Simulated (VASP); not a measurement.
**InP (F-43m): a series in biaxial strain in the (001) plane**

How do the elastic response and the band edges of InP follow biaxial strain in the (001) plane?

Method: LDA; plane waves and PAW (In_d, P), in the first sound run; inputs show where later runs differ, in VASP 6.6.1.

## (1) The starting structure

Symmetry: F-43m, No. 216, cubic system. The conventional cell has a = 5.869 Å, b = 5.869 Å, c = 5.869 Å, α = 90.00°, β = 90.00°, γ = 90.00°. Nearest to In lie 4 P at 2.54 Å. Nearest to P lie 4 In at 2.54 Å. Farther neighbours are not listed.

## (2) Relax the crystal, LDA

The series starts from the cell that this level prefers, so that zero strain is near zero stress.

This step took 2 runs in a row; the last is shown.

Level: LDA; plane waves and PAW (In_d, P).

Input file INCAR:

```
SYSTEM = InP
PREC = Accurate
ENCUT = 450
EDIFF = 1E-07
NELM = 120
ISMEAR = 0
SIGMA = 0.02
LREAL = .FALSE.
ALGO = Normal
GGA = CA
NBANDS = 15
LORBIT = 11
LWAVE = .FALSE.
LCHARG = .FALSE.
KPAR = 16
IBRION = 2
NSW = 40
ISIF = 3
EDIFFG = -0.005
POTIM = 0.4
```

Input file POSCAR:

```
InP
1.0
    0.0000000000      2.9143010117      2.9143010117
    2.9143010117      0.0000000000      2.9143010117
    2.9143010117      2.9143010117      0.0000000000
In P
1 1
Direct
    0.0000000000      0.0000000000      0.0000000000
    0.2500000000      0.2500000000      0.2500000000
```

Input file KPOINTS:

```
Automatic mesh
0
Gamma
9 9 9
0 0 0
```

Potentials, in the order of the species: In_d and P (LDA family, release 64).

Launch:

```console
$ mpirun -np 16 vasp_std
```

The log of the run:

```text
[banner, memory and clock lines left out]
running   16 mpi-ranks, on    1 nodes
[...]
|                                                                             |
|           W    W    AA    RRRRR   N    N  II  N    N   GGGG   !!!           |
|           W    W   A  A   R    R  NN   N  II  NN   N  G    G  !!!           |
|           W    W  A    A  R    R  N N  N  II  N N  N  G       !!!           |
|           W WW W  AAAAAA  RRRRR   N  N N  II  N  N N  G  GGG   !            |
|           WW  WW  A    A  R   R   N   NN  II  N   NN  G    G                |
|           W    W  A    A  R    R  N    N  II  N    N   GGGG   !!!           |
|                                                                             |
|     For optimal performance we recommend to set                             |
|       NCORE = 2 up to number-of-cores-per-socket                            |
|     NCORE specifies how many cores store one orbital (NPAR=cpu/NCORE).      |
|     This setting can greatly improve the performance of VASP for DFT.       |
[...]
|     Unfortunately you need to use the default for GW and RPA                |
|     calculations (for HF NCORE is supported but not extensively tested      |
|     yet).                                                                   |
|                                                                             |

 LDA part: xc-table for (Slater(with rela. corr.)+CA(PZ))
 , standard interpolation
 POSCAR, INCAR and KPOINTS ok, starting setup
[...]
entering main loop
       N       E                     dE             d eps       ncg     rms          rms(c)
DAV:   1     0.105700725745E+03    0.10570E+03   -0.77610E+03  1050   0.123E+03
DAV:   2    -0.282393448539E+01   -0.10852E+03   -0.10462E+03  1134   0.290E+02
DAV:   3    -0.992338051418E+01   -0.70994E+01   -0.70669E+01  1421   0.768E+01
DAV:   4    -0.101084349035E+02   -0.18505E+00   -0.18500E+00  1282   0.134E+01
[...]
DAV:  11    -0.967374161034E+01   -0.35847E-05   -0.30429E-05  1617   0.873E-02    0.675E-02
DAV:  12    -0.967373927751E+01    0.23328E-05   -0.51617E-06  1337   0.205E-02    0.122E-02
DAV:  13    -0.967373925531E+01    0.22198E-07   -0.42624E-07  1302   0.357E-03
   1 F= -.96737393E+01 E0= -.96737393E+01  d E =-.967374E+01
[...]
reached required accuracy - stopping structural energy minimisation
```

Elapsed: 2.2 s, on 16 MPI ranks of Intel Xeon 6975P-C (Granite Rapids), shared host; peak memory 2.6 GiB; 26 s of CPU time.

Lines that name or quote the potential files are left out of all logs, and their timing lines are given in words.

OUTCAR, selected parts (step 2):

```text
  Total       -0.0042518     -0.0042518     -0.0042518      0.0000000      0.0000000     -0.0000000
  in kB       -0.1376113     -0.1376113     -0.1376113      0.0000000      0.0000000     -0.0000000
  external PRESSURE =      -0.1376113 kB  Pullay stress =       0.0000000 kB

 POSITION                                       TOTAL-FORCE (eV/Angst)
 -----------------------------------------------------------------------------------
      0.00000      0.00000      0.00000         0.000000      0.000000      0.000000
      1.45715      1.45715      1.45715        -0.000000     -0.000000     -0.000000
 -----------------------------------------------------------------------------------
    total drift:                               -0.000000     -0.000000     -0.000000

  FREE ENERGIE OF THE ION-ELECTRON SYSTEM (eV)
  ---------------------------------------------------
  free  energy   TOTEN  =        -9.6737392553 eV

  energy  without entropy=       -9.6737392553  energy(sigma->0) =       -9.67373926

 reached required accuracy - stopping structural energy minimisation

[... 3 further parts left out ...]
[key lines of the parts left out:]
E-fermi :   5.2894
```

Numbers from this step:

| Item | Value |
| --- | --- |
| energy(sigma→0) of the program | -9.6737 eV |
| stress, compression positive | xx, yy, zz -0.01, -0.01, -0.01 GPa |
| volume | 49.503 Å³ |
| ionic steps | 1 |

## (3) Strain along the normal, LDA

One member in full: the plane is strained by 1 %, and the strain along the normal is moved by secant steps until the normal stress is under 0.012 GPa or five steps are spent; the atoms relax at each step.

This step took 3 runs, each at a new trial strain with the atoms of the one before; the last is shown.

Level: LDA; plane waves and PAW (In_d, P); cell typed or built by script.

INCAR: that of step 2 with these lines changed.

```diff
@@ -14,7 +14,7 @@
 LCHARG = .FALSE.
-KPAR = 16
-IBRION = 2
-NSW = 40
-ISIF = 3
-EDIFFG = -0.005
-POTIM = 0.4
+KPAR = 4
+IBRION = 1
+NSW = 25
+ISIF = 2
+EDIFFG = -0.004
+POTIM = 0.3
```

Input file POSCAR:

```
InP
1.0
    0.0000000000      2.9434440220      2.8808102080
    2.9434440220      0.0000000000      2.8808102080
    2.9434440220      2.9434440220      0.0000000000
In P
1 1
Direct
    0.0000000000      0.0000000000      0.0000000000
    0.2500000000      0.2500000000      0.2500000000
```

KPOINTS is that of step 2.

Launch:

```console
$ mpirun -np 4 vasp_std
```

The log of the run:

```text
[banner, memory and clock lines left out]
running    4 mpi-ranks, on    1 nodes
[...]
LDA part: xc-table for (Slater(with rela. corr.)+CA(PZ))
 , standard interpolation
 POSCAR, INCAR and KPOINTS ok, starting setup
[...]
entering main loop
       N       E                     dE             d eps       ncg     rms          rms(c)
DAV:   1     0.107981879428E+03    0.10798E+03   -0.78294E+03  2264   0.120E+03
DAV:   2    -0.268926400998E+01   -0.11067E+03   -0.10614E+03  2439   0.296E+02
DAV:   3    -0.990751647980E+01   -0.72183E+01   -0.71799E+01  2943   0.780E+01
DAV:   4    -0.100993405414E+02   -0.19182E+00   -0.19176E+00  2773   0.138E+01
[...]
DAV:  11    -0.967095456642E+01   -0.38810E-05   -0.29494E-05  3536   0.846E-02    0.613E-02
DAV:  12    -0.967095226945E+01    0.22970E-05   -0.50358E-06  2873   0.204E-02    0.115E-02
DAV:  13    -0.967095224629E+01    0.23155E-07   -0.42269E-07  2852   0.355E-03
   1 F= -.96709522E+01 E0= -.96709522E+01  d E =-.967095E+01
 BRION: g(F)=  0.134E-44 g(S)=  0.000E+00
 reached required accuracy - stopping structural energy minimisation
```

It took 6 s on 4 MPI ranks; peak memory 0.64 GiB.

OUTCAR, selected parts (step 3):

```text
  Total       -0.2840569     -0.2840569      0.0000451      0.0000000     -0.0000000      0.0000000
  in kB       -9.1171637     -9.1171637      0.0014460      0.0000000     -0.0000000      0.0000000
  external PRESSURE =      -6.0776271 kB  Pullay stress =       0.0000000 kB

 POSITION                                       TOTAL-FORCE (eV/Angst)
 -----------------------------------------------------------------------------------
      0.00000      0.00000      0.00000         0.000000      0.000000      0.000000
      1.47172      1.47172      1.44041        -0.000000     -0.000000     -0.000000
 -----------------------------------------------------------------------------------
    total drift:                               -0.000000     -0.000000     -0.000012

  FREE ENERGIE OF THE ION-ELECTRON SYSTEM (eV)
  ---------------------------------------------------
  free  energy   TOTEN  =        -9.6709522463 eV

  energy  without entropy=       -9.6709522463  energy(sigma->0) =       -9.67095225

[... 1 part as in an earlier step ...]

[... 3 further parts left out ...]
[key lines of the parts left out:]
E-fermi :   5.2845
```

This run gave:

* energy(sigma→0) of the program: -9.6710 eV
* stress, compression positive: xx, yy, zz -0.91, -0.91, 0.00 GPa
* ionic steps: 1

## (4) Band edges, HSE06

Short lines in KPOINTS_OPT sample the zone centre along and across the normal of the plane, for masses, and the other valleys.

Level: HSE06; plane waves and PAW (In_d, P); cell typed or built by script.

Input file INCAR:

```
SYSTEM = InP
PREC = Accurate
ENCUT = 450
EDIFF = 1E-06
NELM = 100
ISMEAR = 0
SIGMA = 0.02
LREAL = .FALSE.
ALGO = Normal
LHFCALC = .TRUE.
AEXX = 0.25
GGA = PE
HFSCREEN = 0.2
LASPH = .TRUE.
NBANDS = 14
PRECFOCK = Fast
LWAVE = .FALSE.
LCHARG = .FALSE.
KPAR = 4
```

POSCAR is that of step 3.

Input file KPOINTS:

```
Automatic mesh
0
Gamma
5 5 5
0 0 0
```

Input file KPOINTS_OPT:

```
Line mode
6
Line-mode
Reciprocal
  0.00000000   0.00000000   0.00000000
  0.02292476   0.02292476   0.00000000

  0.00000000   0.00000000   0.00000000
  0.00000000  -0.02342318  -0.02342318

  0.31000000   0.31000000   0.00000000
  0.50000000   0.50000000   0.00000000

  0.00000000   0.31000000   0.31000000
  0.00000000   0.50000000   0.50000000

  0.45000000   0.45000000   0.45000000
  0.50000000   0.50000000   0.50000000

  0.45000000   0.00000000   0.00000000
  0.50000000   0.00000000   0.00000000

  0.42500000   0.42500000   0.00000000
  0.42500000   0.44842318   0.02342318

  0.50000000   0.50000000   0.50000000
  0.48343731   0.51656269   0.50000000
```

Launch:

```console
$ mpirun -np 4 vasp_std
```

The log of the run:

```text
[banner, memory and clock lines left out]
running    4 mpi-ranks, on    1 nodes
[...]
|                                                                             |
|               ----> ADVICE to this user running VASP <----                  |
|                                                                             |
|     You enforced a specific xc type in the INCAR file but a different       |
|     [... a line on the potential file left out ...]
|     I HOPE YOU KNOW WHAT YOU ARE DOING!                                     |
|                                                                             |

 LDA part: xc-table for (Slater+PW92), standard interpolation
 found WAVECAR, reading the header
 POSCAR, INCAR and KPOINTS ok, starting setup
[...]
reading WAVECAR
 the WAVECAR file was read successfully
 initial charge from wavefunction
 entering main loop
       N       E                     dE             d eps       ncg     rms          rms(c)
DAV:   1    -0.100261461183E+02   -0.10026E+02   -0.10971E+00   620   0.185E+01    0.389E+00
DAV:   2    -0.100309109597E+02   -0.47648E-02   -0.83557E-02   686   0.331E+00    0.484E+00
DAV:   3    -0.100266344744E+02    0.42765E-02   -0.80374E-03   752   0.151E+00    0.338E+00
DAV:   4    -0.100256907213E+02    0.94375E-03   -0.16342E-03   716   0.570E-01    0.216E+00
[...]
DAV:   8    -0.100254479662E+02    0.58625E-05   -0.35436E-06   600   0.202E-02    0.291E-01
DAV:   9    -0.100254462544E+02    0.17118E-05   -0.10750E-06   432   0.101E-02    0.174E-01
DAV:  10    -0.100254456640E+02    0.59038E-06   -0.63133E-07   348   0.743E-03
   1 F= -.10025446E+02 E0= -.10025446E+02  d E =-.411830E-20
 Start KPOINTS_OPT (optional k-point list driver)
k-point batch [1-18\48]
       N       E                     dE             ncg
DAV:   1     0.828381364865E+03   -0.29406E+04      504
DAV:   2    -0.160873043882E+04   -0.24371E+04      510
DAV:   3    -0.181810642666E+04   -0.20938E+03      648
DAV:   4    -0.182863855617E+04   -0.10532E+02      640
DAV:   5    -0.182889957649E+04   -0.26102E+00      780
DAV:   6    -0.182890835265E+04   -0.87762E-02      780
DAV:   7    -0.182890849017E+04   -0.13752E-03      768
DAV:   8    -0.182890849234E+04   -0.21751E-05      570
DAV:   9    -0.182890849259E+04   -0.24184E-06      552
[...]
k-point batch [37-48\48]
       N       E                     dE             ncg
DAV:   1     0.352345262270E+04   -0.63712E+04      342
DAV:   2     0.194824763025E+04   -0.15752E+04      342
DAV:   3     0.182668326660E+04   -0.12156E+03      438
DAV:   4     0.182272953486E+04   -0.39537E+01      454
DAV:   5     0.182259657265E+04   -0.13296E+00      538
DAV:   6     0.182259209493E+04   -0.44777E-02      508
DAV:   7     0.182259202809E+04   -0.66842E-04      516
DAV:   8     0.182259202714E+04   -0.94784E-06      368
```

The job ended after 5.2 min (4 MPI ranks; peak memory 1.1 GiB).

Parts of OUTCAR (step 4):

```text
  LATTYP: Found a body centered tetragonal cell.
 ALAT       =     4.1626584560
 C/A-ratio  =     1.3841203829

 Subroutine GETGRP returns: Found  8 space group operations
 (whereof  8 operations were pure point group operations)

The static configuration has the point symmetry D_2d.

 Found     18 irreducible k-points:

   k-points           NKPTS =     18   k-points in BZ     NKDIM =    125   number of bands    NBANDS=     14

   dimension x,y,z NGX =    28 NGY =   28 NGZ =   30
   dimension x,y,z NGXF=    56 NGYF=   56 NGZF=   60

   ENCUT  =  450.0 eV  33.07 Ry    5.75 a.u.   7.12  7.12  7.20*2*pi/ulx,y,z

   NELECT =      18.0000    total number of electrons

  exchange ACFDT corr.  =         0.00000000  see jH, gK, PRB 81, 115126

 E-fermi :   5.0960

 k-point     1 :       0.0000    0.0000    0.0000
  band No.  band energies     occupation
    ...
      5     -10.8762      2.00000
      6      -7.8947      2.00000
      7       4.8690      2.00000
      8       4.8690      2.00000
      9       4.9733      2.00000
     10       6.4714      0.00000
     11       9.8171      0.00000
     12       9.8483      0.00000
     13       9.8483      0.00000
     14      14.5563      0.00000

 k-point     2 :       0.2000   -0.0000    0.0000
  band No.  band energies     occupation
    ...
      5     -10.8744      2.00000
      6      -7.4063      2.00000
      7       2.0483      2.00000
      8       4.4113      2.00000
      9       4.5135      2.00000
     10       7.5749      0.00000
     11      10.4212      0.00000
     12      10.4303      0.00000
     13      10.6372      0.00000
     14      14.3309      0.00000

 POSITION                                       TOTAL-FORCE (eV/Angst)
 -----------------------------------------------------------------------------------
      0.00000      0.00000      0.00000         0.000000      0.000000     -0.000000
      1.47172      1.47172      1.44041        -0.000000     -0.000000      0.000000
 -----------------------------------------------------------------------------------
    total drift:                                0.000000      0.000000     -0.000012

  FREE ENERGIE OF THE ION-ELECTRON SYSTEM (eV)
  ---------------------------------------------------
  free  energy   TOTEN  =       -10.0254456640 eV

  energy  without entropy=      -10.0254456640  energy(sigma->0) =      -10.02544566

[... 1 part as in an earlier step ...]

[... 7 further parts left out ...]
```

This run gave:

```
energy(sigma→0) of the program : -10.0254 eV
```

## (5) Band edges, LDA

Short lines in KPOINTS_OPT sample the zone centre along and across the normal of the plane, for masses, and the other valleys.

Level: LDA; plane waves and PAW (In_d, P); cell typed or built by script.

Input file INCAR:

```
SYSTEM = InP
PREC = Accurate
ENCUT = 450
EDIFF = 1E-06
NELM = 100
ISMEAR = 0
SIGMA = 0.02
LREAL = .FALSE.
ALGO = Normal
GGA = CA
NBANDS = 14
LWAVE = .FALSE.
LCHARG = .FALSE.
KPAR = 4
```

POSCAR is that of step 4.

Input file KPOINTS:

```
Automatic mesh
0
Gamma
7 7 7
0 0 0
```

KPOINTS_OPT is that of step 4.

Launch:

```console
$ mpirun -np 4 vasp_std
```

The log of the run:

```text
[... set-up lines as in an earlier step ...]
 entering main loop
       N       E                     dE             d eps       ncg     rms          rms(c)
DAV:   1     0.106513916473E+03    0.10651E+03   -0.78554E+03  1126   0.128E+03
DAV:   2    -0.276755734326E+01   -0.10928E+03   -0.10576E+03  1156   0.300E+02
DAV:   3    -0.991341278199E+01   -0.71459E+01   -0.71013E+01  1510   0.815E+01
DAV:   4    -0.100984964815E+02   -0.18508E+00   -0.18500E+00  1350   0.147E+01
[...]
DAV:  11    -0.966608907679E+01   -0.38605E-05   -0.20241E-05  1710   0.723E-02    0.461E-02
DAV:  12    -0.966608713167E+01    0.19451E-05   -0.54110E-06  1414   0.363E-02    0.151E-02
DAV:  13    -0.966608707839E+01    0.53289E-07   -0.23509E-07   650   0.409E-03
   1 F= -.96660871E+01 E0= -.96660871E+01  d E =-.113466E-17
 Start KPOINTS_OPT (optional k-point list driver)
k-point batch [1-40\48]
       N       E                     dE             ncg
DAV:   1     0.142805198386E+04   -0.13364E+05     1120
DAV:   2    -0.297257161876E+04   -0.44006E+04     1168
DAV:   3    -0.329603455277E+04   -0.32346E+03     1498
DAV:   4    -0.330497385287E+04   -0.89393E+01     1380
DAV:   5    -0.330538680045E+04   -0.41295E+00     1748
DAV:   6    -0.330539497654E+04   -0.81761E-02     1418
DAV:   7    -0.330539522573E+04   -0.24919E-03     1768
DAV:   8    -0.330539522873E+04   -0.29969E-05     1090
DAV:   9    -0.330539522901E+04   -0.28005E-06     1154
k-point batch [41-48\48]
       N       E                     dE             ncg
DAV:   1     0.148427667540E+05   -0.39601E+04      224
DAV:   2     0.139389092531E+05   -0.90386E+03      236
DAV:   3     0.138795396582E+05   -0.59370E+02      296
DAV:   4     0.138779418275E+05   -0.15978E+01      288
DAV:   5     0.138778654720E+05   -0.76355E-01      330
DAV:   6     0.138778638424E+05   -0.16296E-02      308
DAV:   7     0.138778637934E+05   -0.49017E-04      330
DAV:   8     0.138778637929E+05   -0.44442E-06      226
```

It took 4.6 s on 4 MPI ranks; peak memory 0.62 GiB.

(Continued in part 2 of 2.)

[Lines on the potential files, build, host, timing and source positions are cut from VASP's logs without a mark.]

[Logs are printed without paths, hosts, clocks, repeated set-up lines and the standing remarks that a program may print on its own settings, such as how far it seeks lower states.]

[Hosts, paths, dates, database ids (printed as entryN), source tags and the programs' standing remarks are cut or masked in the printed files.]

[In band tables of VASP the shares of atoms and orbitals are scaled to a sum of 1 inside the atoms' spheres.]
